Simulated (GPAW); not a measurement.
Mg in GPAW: convergence with k mesh

The system is Mg.

```
CELL_PARAMETERS angstrom
0.00000 2.24426 2.24426
2.24426 0.00000 2.24426
2.24426 2.24426 0.00000
ATOMIC_POSITIONS crystal
Mg 0.00000 0.00000 0.00000
```

This isn't the form of Mg at room conditions, which is hcp.

```yaml
Program: GPAW 26.7.0
Task: convergence study
Functional: PBE
Potentials_or_basis: GPAW PAW data sets (gpaw-data 1.2.1)
Cutoff: 800 eV
Basis: pw
k_mesh: 2 × 2 × 2
Occupations: fermi-dirac, width 0.05 eV
Spin: no spin polarisation
```

These are the settings of the first run; the series varies k mesh, with any setting tied to it.

Hardware: 1 thread of Intel(R) Xeon(R) Platinum 8259CL CPU @ 2.50GHz (Skylake/Cascade Lake), with other jobs on the host.

```tsv
k mesh	energy less the tightest run, at zero smearing (meV/atom)	pressure (GPa)	SCF cycles	CPU time (s)	peak memory (GiB)
2 × 2 × 2	1053.02	5.54	8	3.2	0.13
3 × 3 × 3	145.39	0.68	8	3.4	0.13
4 × 4 × 4	-147.66	0.48	8	4.4	0.13
5 × 5 × 5	35.16	1.10	8	4.8	0.13
7 × 7 × 7	-20.68	0.75	8	7.4	0.14
8 × 8 × 8	5.89	0.85	8	9.6	0.14
9 × 9 × 9	9.71	0.72	8	11	0.14
11 × 11 × 11	8.76	0.88	8	16	0.15
14 × 14 × 14	0.00	0.83	8	28	0.17
```

Against the tightest run, the pressure stays within 0.1 GPa from 11 × 11 × 11 on. Not settled before the last step: the energy (to 1 meV/atom). Meshes of other sizes hit other points, so gaps and Fermi surfaces needn't settle smoothly. The tightest run that finished is the yardstick and may itself not be fully converged.
